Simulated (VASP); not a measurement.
A run of VASP 6.6.1 is set up as follows.

The input INCAR:

```
SYSTEM = HfO2
PREC = Accurate
ENCUT = 600
EDIFF = 1E-7
ISMEAR = 0
SIGMA = 0.02
LREAL = .False.
LASPH = .True.
NELM = 60
ALGO = Fast
ISIF = 3
LWAVE = .False.
LCHARG = .False.
GGA = PE
IBRION = 2
NSW = 90
EDIFFG = -0.005
```

File KPOINTS:

```
regular mesh
0
Gamma
  8 8 8
  0 0 0
```

POSCAR

```
HfO2
1.0
    0.0000000000      2.5160796100      2.5160796100
    2.5160796100      0.0000000000      2.5160796100
    2.5160796100      2.5160796100      0.0000000000
Hf O
1 2
Direct
    0.0000000000      0.0000000000      0.0000000000
    0.7500000000      0.7500000000      0.7500000000
    0.2500000000      0.2500000000      0.2500000000
```

Potentials or basis: VASP PAW PBE potentials, release 64 (Hf_pv, O).

Run with:

```bash
$ cat potpaw_PBE.64/Hf_pv/POTCAR potpaw_PBE.64/O/POTCAR > POTCAR
$ mpirun -np 1 vasp_std > vasp.out
```

Task: Predict the relaxed volume.

Result: 10.87 Å³/atom.

Task: Predict the relaxed cell.

Result: a = 3.586 Å, b = 3.586 Å, c = 3.586 Å, α = 60.00°, β = 60.00°, γ = 60.00°.

Task: Predict the space group after relaxing (to 0.05 Å).

Result: Fm-3m (No. 225).

Task: Predict the band gap on the k mesh.

Result: 3.80 eV, direct.

The path:
```
step  energy change (eV)  largest force (eV/Å)  pressure (GPa)  volume (Å³)
   1              0.0000                0.0000            6.08        31.86
   2              0.0163                0.0000           -8.11        33.75
   3             -0.0138                0.0000            0.06        32.61
```

Caveat: spin-orbit coupling is left out, which moves the levels of the heavy elements. PBE gaps usually lie below the measured ones, often by a third to a half.
